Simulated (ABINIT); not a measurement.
PbO2:

```xyz
3
Lattice="0.0000 2.7020 2.7020 2.7020 0.0000 2.7020 2.7020 2.7020 0.0000" Properties=species:S:1:pos:R:3 pbc="T T T"
Pb    0.0000    0.0000    0.0000
O     4.0530    4.0530    4.0530
O     1.3510    1.3510    1.3510
```

The cell comes from a database or a generator and needn't be the stable form of this composition.

Base run:

| Quantity | Value |
| --- | --- |
| Program | ABINIT 10.8.3 (patched build) |
| Functional | PBE |
| Potentials or basis | JTH PAW PBE v2.0 sp |
| Cutoff | 626 eV |
| k mesh | 9 × 9 × 9 |
| Occupations | fermi-dirac, width 0.05 eV |
| Spin | no spin polarisation |

Its results: band gap on the k mesh none (metal or under the smearing width); pressure 5.0 GPa.

Question: The run is repeated on the same cell with these changes: potentials or basis from JTH PAW PBE v2.0 sp to PseudoDojo NC SR PBE v0.4 stringent; cutoff from 626 eV to 1252 eV; valence electrons from 16 to 34. What comes out?

Answer: Band gap on the k mesh none (metal or under the smearing width); pressure 0.1 GPa.

Caveats: this set keeps more shells in the core, which shifts pressures and gaps (some runs).
